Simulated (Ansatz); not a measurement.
Moving the choice of potentials or basis in TiO2

The cell as given:

```
CELL_PARAMETERS angstrom
-1.89210 1.89210 4.75730
1.89210 -1.89210 4.75730
1.89210 1.89210 -4.75730
ATOMIC_POSITIONS crystal
Ti 0.75000 0.25000 0.50000
Ti 0.00000 0.00000 0.00000
O 0.79190 0.79190 0.00000
O 0.54190 0.04190 0.50000
O 0.95810 0.45810 0.50000
O 0.20810 0.20810 0.00000
```

Kept alike: task relaxation of cell and atoms; functional PBE; k mesh 10 × 10 × 10; occupations fermi-dirac, width 0.05 eV; no spin polarisation. Program: Ansatz. Cutoffs run from 930 to 1380 eV. The mesh is that of the run's cell of 6 atoms. No spin-orbit coupling.

| choice of potentials or basis | band gap (eV) | volume (Å³/atom) |
| --- | --- | --- |
| Ansatz NC | 2.138 | 11.661 |
| Ansatz PAW (files of its older set among them) | 2.125 | 11.666 |
| JTH PAW | 2.129 | 11.688 |
| PseudoDojo standard (PBE files) | 2.163 | 11.639 |
| PseudoDojo stringent (PBE files) | 2.159 | 11.649 |
| SPMS NC | 2.180 | 11.664 |

Gaps hold for each row's own relaxed cell. The relaxations keep at least the cell's symmetry (I4_1/amd). Relaxations stop with a little pressure left, so the last digits of a volume or edge aren't settled. Ansatz's relaxations hold a Pulay term in the stress (up to 0.4 GPa here). A gap read on the mesh alone can miss an edge between its points.

The band gap runs from 2.125 (Ansatz PAW (files of its older set among them)) to 2.180 eV (SPMS NC). The volume runs from 11.639 (PseudoDojo standard (PBE files)) to 11.688 Å³/atom (JTH PAW).
